**Q:** When I take silicon from an ordinary density functional to G0W0, may I simply push the empty bands up by one number? That is the scissors rule, and it would save me a costly calculation at every k point.

Single-shot G0W0 levels of bulk silicon (two-atom cell), computed with VASP 6.6.1 from an r2SCAN start without spin-orbit coupling. The runs use the PBE PAW potential Si_GW, a 4×4×4 k mesh, 102 bands, 64 frequency points and cutoffs of 450 eV for the orbitals and 150 eV for the response. Each column of levels counts from its own highest filled level.

```csv
row,state k a (reciprocal cell vector),state k b (reciprocal cell vector),state k c (reciprocal cell vector),state band,state start level (eV),state corrected level (eV),state weight z
1,0.000,0.000,0.000,top filled,0.000,0.000,0.770
2,0.000,0.000,0.000,first empty,2.737,3.310,0.764
3,0.250,0.000,0.000,top filled,-0.803,-0.777,0.765
4,0.250,0.000,0.000,first empty,2.325,2.766,0.772
5,0.500,0.000,0.000,top filled,-1.270,-1.252,0.761
6,0.500,0.000,0.000,first empty,1.838,2.262,0.773
7,0.250,0.250,0.000,top filled,-1.986,-1.949,0.756
8,0.250,0.250,0.000,first empty,1.318,1.770,0.779
9,0.500,0.250,0.000,top filled,-2.321,-2.288,0.752
10,0.500,0.250,0.000,first empty,1.742,2.166,0.777
11,-0.250,0.250,0.000,top filled,-1.402,-1.375,0.763
12,-0.250,0.250,0.000,first empty,2.708,3.165,0.770
13,0.500,0.500,0.000,top filled,-3.000,-2.961,0.742
14,0.500,0.500,0.000,first empty,0.910,1.313,0.786
15,-0.250,0.500,0.250,top filled,-4.006,-3.946,0.740
16,-0.250,0.500,0.250,first empty,4.582,4.911,0.763
```

**A:** Subtract the start level from the corrected level in each row and see. The filled levels move by at most 0.060 eV, while the eight empty ones rise, most of them by a little over 0.4 eV. Two empty levels stand apart. The one at Γ, in row 2, rises by 0.573 eV, and the one at the zone corner W, in row 16, by only 0.329 eV.

**Q:** Could that be an effect of the zero? Both columns count from the valence top at Γ, so row 1 can't move.

**A:** A shift of the zero would move the other levels together and could not single out two of them. You can also avoid the zero by asking how far the gap opens between the two levels at the same k point. It opens by 0.573 eV at Γ and by 0.269 eV at W, while the other six k points lie between 0.364 and 0.430 eV. The same two points break the pattern.

**Q:** Then how big are the breaks, measured against a proper model?

**A:** Take one constant rise for the empty levels and one scale factor for the filled ones, fitted to all sixteen rows; the output below gives each miss. The constant comes out as 0.438 eV. For row 2 the model predicts 2.737 + 0.438 = 3.175 eV, which is 0.135 eV below the computed level, although this row was part of the fit. At W it lands 0.109 eV too high. Those errors are about a quarter of the shift itself at Γ and a third at W, whereas the other six empty levels are met within 0.035 eV.

**Q:** Before the breaks, why does the rule work at all? Nothing forces six different states to move together.

**A:** Think of what exchange does. An electron lowers its energy through exchange with the filled orbitals it overlaps, and a filled orbital overlaps fully with itself. An empty orbital gains much less. The starting functional treats the two kinds too much alike, so its gap is too small, and the self-energy of G0W0, which is exchange weakened by the screening of the other electrons plus the response to the added charge, restores part of the difference.

The filled levels near the top are bonding combinations, mostly of silicon 3p orbitals, while the low empty levels are largely antibonding and contain 3s and 3p in varying amounts. Within each group the orbitals occupy similar regions, so they feel similar corrections. What the two groups do not share appears as the opening of the gap. The scissors rule is therefore a statement about likeness of orbitals, and it should fail where an orbital is unlike the rest.

**Q:** Couldn't it fail simply because the correction depends on energy? Then I would replace the constant by a curve.

**A:** For Γ the table rules that out. Rows 2 and 12 start only 0.029 eV apart, yet their shifts differ by 0.116 eV. No smooth curve in energy can serve both. Something other than energy must distinguish the two states, and what differs is their wavevector and with it the shape of the orbital.

**Q:** There is also the column "state weight z". Is that where the difference comes from?

**A:** That weight, Z, measures how strongly the self-energy changes with energy. To first order the correction of a level is

correction = Z × D,

where D is the self-energy minus the starting exchange-correlation potential, both averaged over the orbital. The shift you read from the table is this correction less that of the valence top. A level with a smaller Z has more of its correction taken back, because the self-energy changes as the level moves.

Now compare the two extremes. Rows 2 and 16 have nearly the same Z, about 0.76, but their shifts differ by 0.244 eV. The common reference drops out of this difference, so D itself must differ by 0.244/0.76 ≈ 0.32 eV. The break lies in D, and Z merely reduces it by a quarter.

**Q:** Does Z show any break of its own?

**A:** A small one. Among the empty levels Z falls at every step as the start energy rises, from 0.786 at X to 0.763 at W, but the steps are uneven. From row 12 to row 2 it drops by 0.006 within only 0.029 eV, and from there up to W by just 0.001. The fall itself is the usual behaviour: the further a level lies from the gap, the closer it comes to energies at which an added electron can excite the others, and the more steeply the self-energy varies. Energy thus puts Z in order, though it does not set the size of each step, and it does not even put the shifts in order.

**Q:** So what is it about D that an orbital's shape can change?

**A:** The self-energy is non-local. A local potential asks only where the electron is. The self-energy links two points in space, so it also asks how the orbital at one point is related to the orbital at the other, and how that pattern matches the filled orbitals. Two states with the same energy and similar densities can give different answers.

Γ is a natural place for such a difference. In silicon the lowest empty level there is normally a threefold antibonding p level, and the symmetry of Γ forbids any admixture of s. At most other wavevectors the symmetry is lower and s and p can mix. The state in row 2 is thus made differently from most of its neighbours, which explains why it may leave the common pattern, though this argument does not fix the direction or the size of the break.

**Q:** Γ also has the smallest vertical gap in the table and W by far the largest. Could mixing between the filled and the empty state at the same k point be the real cause?

**A:** Not in this calculation. A single-shot G0W0 run of this kind keeps the starting orbitals and corrects only their energies, so it cannot mix them. At Γ symmetry would forbid it in any case, because the p levels on the two sides of the gap have opposite parity. The table alone could mislead you here. With equal coupling, the weight of such mixing would grow as one over the squared gap. Taken as a rough measure of its effect, a term of that form lowers the model's typical error from 0.045 to 0.025 eV. But the gain comes from the two end points. Among the six other k points the shift hardly follows the term, with a correlation of 0.14, and the level at L, in row 6, is now predicted 0.053 eV too high. A cause that acts at Γ and W should also be visible in between.

**Q:** Then is the whole excess at Γ real physics of silicon?

**A:** I would not claim that yet. The self-energy adds up contributions from all momentum transfers, and the smallest transfers carry the largest weight because the Coulomb interaction is strongest there. On a 4×4×4 mesh, one point has to stand for a sizeable region around zero transfer. Near Γ the threefold levels split and change character quickly, so that single point may be a poor average. This is a suspicion, and the test is plain: repeat the calculation on denser meshes and see whether row 2 moves towards the others.

**Q:** And W?

**A:** W is harder to read, because its empty level starts nearly 2 eV above the next highest one. With no partner at that energy, the effect of energy and the effect of orbital shape can't be told apart. One possible cause lies in the starting functional. r2SCAN contains a term that responds to how rapidly an orbital varies in space, and it may already have raised this level, leaving less for G0W0 to add. A second start from a functional without that term would test it, and would also show whether the excess at Γ depends on the start.

**Q:** I work on transistors. Which of this matters for the electrons in a silicon channel?

**A:** They sit near the conduction minimum, which lies on the line from Γ to X, about 85% of the way. This mesh has no point there, so the Γ–X distance of 1.313 eV is larger than the true gap of the same method. The shift is easier to estimate: it is 0.452 eV halfway along the line and 0.403 eV at X, so a value slightly above 0.4 eV is reasonable at the minimum. For those electrons one constant is a fair working rule, within what a calculation not yet converged in bands, cutoffs and mesh can promise.

For direct absorption at Γ, or for electrons driven high into the band, I would compute the correction at the k point in question. There the constant is wrong by more than 0.1 eV in this calculation, and the two errors have opposite signs. A constant tuned to repair one of them would make the other worse.

Printed output of the fit:

```
fit of shift on 16 rows: coefficient of emp 0.4379 +/- 0.017, coefficient of fil*state_start_level -0.01526 +/- 0.0078; rms 0.0451, worst 2 -0.135, leave-one-out rms 0.0516
fit of shift on 16 rows: coefficient of emp 0.3153 +/- 0.024, coefficient of fil*state_start_level -0.01526 +/- 0.0044, coefficient of inv2 1.558 +/- 0.28; rms 0.0245, worst 6 0.0526, leave-one-out rms 0.0341
Shifts and misses in eV (vertical gap entries are 0 on filled rows):
  row  shift  value_less_scissors  value_less_mixing_model  start_vertical_gap  vertical_gap_opening
    1      0                    0                        0                   0                     0
    2  0.573               0.1351                  0.04975               2.737                 0.573
    3  0.026              0.01375                  0.01375                   0                     0
    4  0.441             0.003125                  -0.0335               3.128                 0.415
    5  0.018            -0.001379                -0.001379                   0                     0
    6  0.424             -0.01387                 -0.05256               3.108                 0.406
    7  0.037             0.006696                 0.006696                   0                     0
    8  0.452              0.01413                -0.005989               3.304                 0.415
    9  0.033            -0.002416                -0.002416                   0                     0
   10  0.424             -0.01387                  0.01436               4.063                 0.391
   11  0.027             0.005607                 0.005607                   0                     0
   12  0.457              0.01913                   0.0495                4.11                  0.43
   13  0.039            -0.006776                -0.006776                   0                     0
   14  0.403             -0.03487                 -0.01417                3.91                 0.364
   15   0.06            -0.001127                -0.001127                   0                     0
   16  0.329              -0.1089                -0.007382               8.588                 0.269
Largest scissors miss among the six other empty levels, eV: 0.03487
Start energy of row 2 less row 12, eV: 0.029
Shift of row 2 less row 12, eV: 0.116
Shift of row 2 less row 16, eV: 0.244
Z of row 2 less row 16: 0.001
Rank correlation of Z with start energy, empty levels: -1
Rank correlation of shift with start energy, empty levels: 0.1667
Correlation of shift with 1/gap squared, six other empty levels: 0.14
```
